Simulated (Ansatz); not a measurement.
Start from ZrO2 in the fluorite structure (space group Fm-3m, No. 225).

```
ZrO2
1.0
    0.00000     2.54457     2.54457
    2.54457     0.00000     2.54457
    2.54457     2.54457     0.00000
Zr O
1 2
Cartesian
  0.00000   0.00000   0.00000
  1.27229   1.27229   1.27229
  3.81686   3.81686   3.81686
```

Cartesian axes are those of the cell as printed.

Level of theory: r2SCAN/PAW in Ansatz (a first-principles code), no spin-orbit coupling, earlier PAW set.

Before the change:

| Item | Value |
|---|---|
| Smallest direct gap | 4.29 eV |

It is then changed as follows: uniaxial strain ε_yy = +2.06 %, all other strain components held at zero; the atoms relax in the strained cell.

### Question
What does the calculation give for the smallest direct gap after the change?

### Answer
The smallest direct gap falls by 0.18 eV to 4.11 eV.

### Question
How does this affect the energy relative to the base?

### Answer
The energy rises by 8.0 meV/atom.

### Question
What happens to the stress?

### Answer
The stress (xx, yy, zz, yz, xz, xy; compression positive) amounts to (-1.95, -11.13, -1.95, 0.00, 0.00, 0.00) GPa.

Stability against distortions was not tested. This is not the structure that ZrO2 has at room temperature and ambient pressure.
